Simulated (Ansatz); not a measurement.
## SiC (Moissanite) under changes of volume

One of the cells (10.341 Å³/atom); the others are scaled copies at fixed shape and fractional positions:

```xyz
4
Lattice="3.0760 0.0000 0.0000 -1.5380 2.6639 0.0000 0.0000 0.0000 5.0480" Properties=species:S:1:pos:R:3 pbc="T T T"
Si    1.5380    0.8880    2.5240
Si    0.0000    1.7759    0.0000
C     1.5380    0.8880    4.4675
C     0.0000    1.7759    1.9435
```

```yaml
Program: Ansatz 0.2.0
Functional: PBE
Dispersion: D4
Potentials_or_basis: Ansatz PAW
Cutoff: "420 eV (not typed: the program's choice for these potentials)"
k_mesh: 10 × 10 × 5
Occupations: fermi-dirac, width 0.05 eV
Spin: no spin polarisation
```

```tsv
volume (Å³/atom)	energy over the lowest point (meV/atom)	pressure (GPa)	gap on the mesh (eV)	largest force (eV/Å)
9.721	26.06	14.7	2.38	0.847
9.927	10.70	9.1	2.41	0.809
10.134	?	?	?	?
10.341	0.00	-0.5	2.48	0.739
10.548	3.40	-4.7	2.51	0.706
10.755	11.87	-8.4	2.52	0.675
10.961	24.94	-11.8	2.49	0.645
```

What does the run at 10.134 Å³/atom give?

Energy over the lowest point 2.25 meV/atom; pressure 4.1 GPa; gap on the mesh 2.45 eV; largest force 0.773 eV/Å.

Worked out: A Birch-Murnaghan fit of order 3 (a polynomial in V^(-2/3)) to the other rows has its minimum at 10.32 Å³/atom with B0 = V·E''(V) = 220 GPa and B' = 4.1 at fixed shape and positions, which overstates the stiffness. It gives 2.22 meV/atom at 10.134 Å³/atom, against the run's 2.25, and -dE/dV = 4.1 GPa, against 4.1. A parabola through the other rows of the gap, of slope 1.58 eV per unit of ln V there, gives 2.46 eV, against the run's 2.45.

Energies are extrapolated to zero smearing.

Caveats: odd divisions of the mesh miss points on the zone boundary, where band edges often lie, so the gap on the mesh can be too wide.

A mesh can miss the band edges.
